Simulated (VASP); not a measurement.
Set up this calculation in VASP 6.6.1, as the native input.

| Quantity | Value |
| --- | --- |
| Task | single point |
| Functional | PBE |
| Dispersion | D3(BJ) |
| Potentials or basis | VASP PAW PBE potentials, release 64 (Na_pv, S) |
| Cutoff | 520 eV |
| k mesh | 6 × 6 × 6 |
| Occupations | gaussian, width 0.02 eV |
| Spin | no spin polarisation |
| Dipole correction | no |
| Further INCAR settings | ALGO = Normal; EDIFF = 1e-07; NBANDS = 17 |

The structure of Na2S lies in POSCAR:

```
Na2S
1.0
    0.0000000000      3.2193119801      3.2193119801
    3.2193119801      0.0000000000      3.2193119801
    3.2193119801      3.2193119801      0.0000000000
Na S
2 1
Direct
    0.2500000000      0.2500000000      0.2500000000
    0.7500000000      0.7500000000      0.7500000000
    0.0000000000      0.0000000000      0.0000000000
```

One way to write it, as run:

INCAR

```
PREC = Accurate ; ENCUT = 520
EDIFF = 1E-7 ; ISMEAR = 0
SIGMA = 0.02 ; LREAL = False
LASPH = True ; NELM = 100
ALGO = Normal ; ISIF = 2
LWAVE = False ; LCHARG = True
GGA = PE ; IVDW = 12
LELF = True ; LVHAR = True
NBANDS = 17
```

KPOINTS

```
regular mesh
0
Gamma
  6 6 6
```

Potentials or basis: VASP PAW PBE potentials, release 64 (Na_pv, S).

Run with:

```bash
$ cat potpaw_PBE.64/Na_pv/POTCAR potpaw_PBE.64/S/POTCAR > POTCAR
$ mpirun -np 1 vasp_std > vasp.out
```

Results of the run:

* Pressure: 0.1 GPa
* Band gap on the k mesh: 2.64 eV, direct
* Dispersion energy per atom: -0.247 eV

It took 8.2 s on 1 thread of Intel(R) Xeon(R) 6975P-C (Granite Rapids) (shared host), peak memory 0.2 GiB.
